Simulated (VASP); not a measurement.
Input of a VASP 6.6.1 run:

Contents of INCAR:

```
PREC     = Accurate       # precision mode
ENCUT    = 300            # plane-wave cutoff, eV
EDIFF    = 1E-7           # SCF threshold, eV
ISMEAR   = 0              # smearing method
SIGMA    = 0.03           # smearing width, eV
LREAL    = F              # projectors in reciprocal space
LASPH    = T              # aspherical terms in the spheres
NELM     = 80             # most SCF steps
ALGO     = Fast           # electronic algorithm
ISIF     = 4              # what is computed and relaxed
LWAVE    = F              # write WAVECAR
LCHARG   = F              # write CHGCAR
GGA      = PE             # functional
IBRION   = 2              # ionic algorithm
NSW      = 40             # ionic steps
EDIFFG   = -0.01          # ionic threshold
```

File KPOINTS:

```
regular mesh
0
Gamma
  4 4 4
```

The input POSCAR:

```
Bi2Se3                                  
1.0
    2.0663936410      1.1930329249     10.2108635477
   -2.0663936410      1.1930329249     10.2108635477
    0.0000000000     -2.3860658498     10.2108635477
  Bi              Se            
     2     3
Direct
     0.3958176902679331    0.3958176902679331    0.3958176902679331
     0.6041823097320670    0.6041823097320670    0.6041823097320670
     1.0000000000000000    1.0000000000000000    1.0000000000000000
     0.2205800627901311    0.2205800627901311    0.2205800627901311
     0.7794199372098689    0.7794199372098689    0.7794199372098689
```

Potentials or basis: VASP PAW PBE potentials, release 64 (Bi, Se).

Run with:

```sh
$ cat potpaw_PBE.64/Bi/POTCAR potpaw_PBE.64/Se/POTCAR > POTCAR
$ mpirun -np 1 vasp_std > vasp.out
```

Predict the band gap on the k mesh.

0.45 eV, direct.

What does it give for the energy gained by relaxing?

7.5 meV/atom.

Forces on the atoms (eV/Å):
```
Bi   0.000  0.000  0.000
Bi   0.000  0.000  0.000
Se   0.000  0.000  0.000
Se   0.000  0.000  0.003
Se   0.000  0.000 -0.003
```

Caveat: the k mesh is coarse (spacing up to 0.44 Å⁻¹), so the values aren't converged; spin-orbit coupling is left out, which as a rule narrows the gap of such compounds by several tenths of an eV. A k mesh can miss the band edges.
